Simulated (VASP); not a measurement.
# Ir (P6_3/mmc) in VASP: a series of runs

The runs below take Ir through single point, with PBE.

Everything below comes from runs of VASP 6.6.1. Logs are shortened: lines on timing, memory, paths and dates and some standing lists are left out, and cuts for length are marked.

## 1. Starting point

The structure is hexagonal, space group P6_3/mmc (No. 194). Conventional cell: a = 2.751 Å, b = 2.751 Å, c = 4.462 Å, α = 90.00°, β = 90.00°, γ = 120.00°. Ir (site symmetry -6m2) has 12 Ir at 2.74 to 2.75 Å as nearest neighbours.

This isn't the form of Ir at room conditions, which is fcc.

## 2. Single point, PBE

Input file INCAR:

```
SYSTEM = Ir
ADDGRID = .FALSE. ; ALGO = Normal
EDIFF = 1E-6 ; ENCUT = 220
GGA = PE ; ISIF = 2
ISMEAR = 0 ; LASPH = .TRUE.
LCHARG = .FALSE. ; LREAL = .FALSE.
LWAVE = .FALSE. ; NELM = 100
PREC = Accurate ; SIGMA = 0.2
```

Input file KPOINTS:

```
k-points
0
G
  7 7 4
  0 0 0
```

Input file POSCAR:

```
Ir
1.0
    2.7513778946      0.0000000000      0.0000000000
   -1.3756889473      2.3827631521      0.0000000000
    0.0000000000      0.0000000000      4.4622900000
Ir
2
Direct
    0.3333333333      0.6666666667      0.2500000000
    0.6666666667      0.3333333333      0.7500000000
```

Potentials or basis: VASP PAW PBE potentials, release 64 (Ir).

Started as:

```bash
cat potpaw_PBE.64/Ir/POTCAR > POTCAR
mpirun -np 1 vasp_std > vasp.out
```

OUTCAR:

```text
SYSTEM = Ir
   EDIFF = 1E-6
   ENCUT = 220
   GGA = PE
   ISIF = 2
   ISMEAR = 0
   LASPH = .TRUE.
   LREAL = .FALSE.
   NELM = 100
   PREC = Accurate

 Found     24 irreducible k-points:

 Following reciprocal coordinates:
            Coordinates               Weight
  0.000000  0.000000  0.000000      1.000000
  0.142857  0.000000  0.000000      6.000000
  0.285714 -0.000000  0.000000      6.000000
  0.428571 -0.000000  0.000000      6.000000
  0.142857  0.142857  0.000000      6.000000
  0.285714  0.142857  0.000000     12.000000
   k-points           NKPTS =     24   k-points in BZ     NKDIM =     24   number of bands    NBANDS=     13
   number of dos      NEDOS =    301   number of ions     NIONS =      2
   total plane-waves  NPLWV =   4704
   dimension x,y,z NGX =    14 NGY =   14 NGZ =   24
   dimension x,y,z NGXF=    28 NGYF=   28 NGZF=   48
   ions per type =               2
   NGX,Y,Z   is equivalent  to a cutoff of   8.46,  8.46,  8.94 a.u.
   NGXF,Y,Z  is equivalent  to a cutoff of  16.92, 16.92, 17.88 a.u.
 SYSTEM =  Ir
   PREC   = accura    normal or accurate (medium, high low for compatibility)
   ISTART =      0    job   : 0-new  1-cont  2-samecut
   ICHARG =      2    charge: 1-file 2-atom 10-const
   ISPIN  =      1    spin polarized calculation?
   LNONCOLLINEAR =      F non collinear calculations
   LSORBIT =      F    spin-orbit coupling
   LASPH  =      T    aspherical Exc in radial PAW
   ENCUT  =  220.0 eV  16.17 Ry    4.02 a.u.   3.33  3.33  5.40*2*pi/ulx,y,z
   NELM   =    100;   NELMIN=  2; NELMDL= -5     # of ELM steps
   EDIFF  = 0.1E-05   stopping-criterion for ELM
[... 8 lines left out ...]
   TEBEG  =    0.0;   TEEND  =   0.0 temperature during run
   PSTRESS=    0.0 pullay stress
   NELECT =      18.0000    total number of electrons
   NUPDOWN=      -1.0000    fix difference up-down
   EMIN   =  10.00;   EMAX   =-10.00  energy-range for DOS
   EFERMI =   0.00;   METHOD = LEGACY
   ISMEAR =     0;   SIGMA  =   0.20  broadening in eV -4-tet -1-fermi 0-gaus
   EFERMI_NEDOS =   21; number of points for ismear=-14 and -15
   IALGO  =     38    algorithm
   IMIX   =      4    mixing-type and parameters
     AMIX     =   0.40;   BMIX     =  1.00
     AMIX_MAG =   1.60;   BMIX_MAG =  1.00
  volume/ion in A,a.u.               =      14.63        98.71
  Fermi-wavevector in a.u.,A,eV,Ry     =   1.392417  2.631287 26.379323  1.938826
  Thomas-Fermi vector in A             =   2.516162
   LORBIT       =      0    0 simple, 1 ext, 2 COOP (PROOUT), +10 PAW based schemes
   GGA     = PE    functional components
   LHFCALC =     F    Hartree Fock is set to
   AEXX    =    0.0000 exact exchange contribution
   IVDW    =     0    specifies the selected vdW correction
   LEPSILON=     F    determine dielectric tensor
   LRPA    =     F    only Hartree local field effects (RPA)
 non-spin polarized calculation
 Gauss-broadening in eV      SIGMA  =   0.20
  energy-cutoff  :      220.00
  volume of cell :       29.25
 maximum number of plane-waves:       233
 NGX is ok and might be reduce to    14
   NGX =  7   NGY =  7   NGZ = 11

 number of electron      17.9999989 magnetization

 Free energy of the ion-electron system (eV)
  ---------------------------------------------------
  ext. energy  EPLUGINS =         0.00000000
  ---------------------------------------------------
  free energy    TOTEN  =       -17.67631871 eV

  energy without entropy =      -17.65733057  energy(sigma->0) =      -17.66682464

 E-fermi :  10.0123     XC(G=0): -13.7925

 val. band max:        9.8064657222   @ k =   0.1429   0.0000   0.5000
 cond. band min:      10.0672003137   @ k =   0.2857   0.1429   0.0000
 fundamental gap:      0.2607345914
 Fermi energy:        10.0123164880

 k-point     1 :       0.0000    0.0000    0.0000
  band No.  band energies     occupation
      1      -0.9298      2.00000
      2       2.1027      2.00000
      3       6.2024      2.00000
      4       6.2770      2.00000
      5       6.2770      2.00000
      6       6.8998      2.00000
      7       6.8998      2.00000
      8       7.6972      2.00000
      9       7.6972      2.00000
     10       9.2280      2.00000
     11      10.2282      0.12693
     12      10.2282      0.12693
     13      16.7392      0.00000

 k-point     2 :       0.1429    0.0000    0.0000
  band No.  band energies     occupation
      1      -0.1818      2.00000
      2       2.7310      2.00000
      3       5.4711      2.00000
      4       6.4860      2.00000
      5       6.5554      2.00000
      6       6.9085      2.00000
      7       7.0142      2.00000
      8       7.2809      2.00000
      9       7.4879      2.00000
     10       7.7217      2.00000
     11      10.4508      0.00193
     12      13.1110      0.00000
     13      16.6223      0.00000

 k-point     3 :       0.2857   -0.0000    0.0000
  band No.  band energies     occupation
      1       1.5755      2.00000
      2       3.3009      2.00000
      3       4.5892      2.00000
      4       5.3721      2.00000
      5       6.2062      2.00000
      6       6.5613      2.00000
      7       7.0477      2.00000
      8       8.5237      2.00000
      9       8.5870      2.00000
     10       9.0246      2.00000
     11      10.7431      0.00000
     12      16.4044      0.00000
     13      16.6360      0.00000

 k-point     4 :       0.4286   -0.0000    0.0000
  band No.  band energies     occupation
      1       2.6445      2.00000
      2       2.8471      2.00000
      3       3.5131      2.00000
      4       6.0937      2.00000
      5       6.3149      2.00000
      6       6.6169      2.00000
      7       7.0317      2.00000
      8      10.3216      0.02872
      9      10.6788      0.00000
     10      10.8665      0.00000
     11      11.3650      0.00000
     12      15.9514      0.00000
     13      17.2648      0.00000

 k-point     5 :       0.1429    0.1429    0.0000
  band No.  band energies     occupation
      1       1.1387      2.00000
      2       3.6340      2.00000
      3       4.7788      2.00000
      4       5.1587      2.00000
      5       6.2082      2.00000
      6       6.3674      2.00000
      7       7.5045      2.00000
      8       7.5178      2.00000
      9       8.2545      2.00000
     10       8.8908      2.00000
     11      10.5480      0.00015
     12      15.7976      0.00000
     13      16.4622      0.00000

 k-point     6 :       0.2857    0.1429    0.0000
  band No.  band energies     occupation
      1       2.8458      2.00000
      2       3.5845      2.00000
      3       3.8927      2.00000
      4       5.1510      2.00000
      5       5.8911      2.00000
      6       6.6577      2.00000
      7       6.8736      2.00000
      8       8.7847      2.00000
      9      10.0672      0.69795
     10      10.5871      0.00005
     11      11.1699      0.00000
     12      16.9005      0.00000
     13      18.3612      0.00000

 [... further k-points ...]
[... 5 lines left out ...]
  --------------------------------------------------------------------------------------
  -------------------------------------------------------------------------------------
  Total       -0.9337880     -0.9337880     -0.0102680     -0.0000000      0.0000000      0.0000000
  in kB      -51.1410851    -51.1410851     -0.5623525     -0.0000000      0.0000000      0.0000000
  external PRESSURE =     -34.2815075 kB  Pullay stress =       0.0000000 kB

 VOLUME and BASIS-vectors are now :
 -----------------------------------------------------------------------------
  energy-cutoff  :      220.00
  volume of cell :       29.25
      direct lattice vectors                 reciprocal lattice vectors
     2.751377895  0.000000000  0.000000000     0.363454254  0.209840411  0.000000000
    -1.375688947  2.382763152  0.000000000     0.000000000  0.419680823  0.000000000
     0.000000000  0.000000000  4.462290000     0.000000000  0.000000000  0.224100182

 POSITION                                       TOTAL-FORCE (eV/Angst)
 -----------------------------------------------------------------------------------
     -0.00000      1.58851      1.11557         0.000000      0.000000      0.000000
      1.37569      0.79425      3.34672        -0.000000     -0.000000      0.000000
 -----------------------------------------------------------------------------------
    total drift:                                0.000000     -0.000000     -0.000000

  FREE ENERGIE OF THE ION-ELECTRON SYSTEM (eV)
  ---------------------------------------------------
  free  energy   TOTEN  =       -17.6763187130 eV

  energy  without entropy=      -17.6573305653  energy(sigma->0) =      -17.66682464
```

Run time: 4 s. Hardware: 1 thread of Intel Xeon Platinum 8375C at 2.90GHz (Ice Lake), shared host; peak memory 0.11 GiB.

The run converged, but some of its settings lie outside the range that counts as converged, so its numbers aren't taken as properties of the crystal.

What came out:

```yaml
Free_energy: -17.6763 eV
Band_gap_on_the_k_mesh: none (metal or under the smearing width)
```

Caveat: the k mesh is coarse (spacing up to 0.38 Å⁻¹), so the values aren't converged; the cutoff is under 1.25 times the usual one of these potentials, so pressure, stress and relaxed cells hold a basis-set (Pulay) error.

## 3. Single point, PBE

INCAR is that of step 2.

KPOINTS is that of step 2.

Input file POSCAR:

```
Ir
1.0
    2.7513778946      0.0000000000      0.0000000000
   -1.3756889473      2.3827631521      0.0000000000
    0.0000000000      0.0000000000      4.4622900000
Ir
2
Direct
    0.3583140000      0.6617470000      0.2121330000
    0.6598720000      0.3587530000      0.7691070000
```

Potentials or basis: VASP PAW PBE potentials, release 64 (Ir).

Started as:

```bash
cat potpaw_PBE.64/Ir/POTCAR > POTCAR
mpirun -np 1 vasp_std > vasp.out
```

It took 9 s on 1 thread of Intel Xeon Platinum 8375C at 2.90GHz (Ice Lake), shared host; peak memory 0.12 GiB.

The run converged, but some of its settings lie outside the range that counts as converged, so its numbers aren't taken as properties of the crystal.

What came out:

- Free energy: -17.1291 eV
- Largest force: 3.982 eV/Å
- Band gap on the k mesh: none (metal or under the smearing width)

Caveat: the k mesh is coarse (spacing up to 0.38 Å⁻¹), so the values aren't converged; the cutoff is under 1.25 times the usual one of these potentials, so pressure, stress and relaxed cells hold a basis-set (Pulay) error.

## 4. For comparison

An earlier run on the cell as given: functional PBEsol; potentials or basis VASP PAW PBE potentials, release 64 (Ir); cutoff 520 eV; k mesh 11 × 11 × 6; occupations fermi-dirac, width 0.05 eV; no spin polarisation.

* Pressure: -11.6 GPa
* Band gap on the k mesh: none (metal or under the smearing width)
